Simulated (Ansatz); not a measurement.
The system is AgBr.

```
Ag Br
1.0
     0.00000    2.87015    2.87015
     2.87015    0.00000    2.87015
     2.87015    2.87015    0.00000
Ag Br
1 1
Direct
  0.00000 0.00000 0.00000
  0.50000 0.50000 0.50000
```

Base run:

| Item | Value |
| --- | --- |
| Program | Ansatz 0.2.0 |
| Functional | PBEsol |
| Potentials or basis | all-electron LAPW, scalar-relativistic |
| Cutoff | 214 eV (chosen from the basis error) |
| Basis error allowed | 0.001 eV/atom |
| k mesh | 8 × 8 × 8 |
| Occupations | fermi-dirac, width 0.05 eV |
| Spin | no spin polarisation |
| Hubbard terms | Ag d U = 6 eV |

Its results: band gap on the k mesh 1.30 eV, indirect (least direct gap 2.48 eV); pressure -0.6 GPa.

**Question.** The run is repeated on the same cell with these changes: hubbard terms from Ag d U = 6 eV to none. What comes out?

**Answer.** Band gap on the k mesh 0.50 eV, indirect (least direct gap 2.45 eV); pressure -1.6 GPa.

The U term pushes filled and empty states of the shell apart.

Caveats: U is the effective U less J, on atomic orbitals that reach past the spheres (some runs).

A k mesh can miss the band edges.
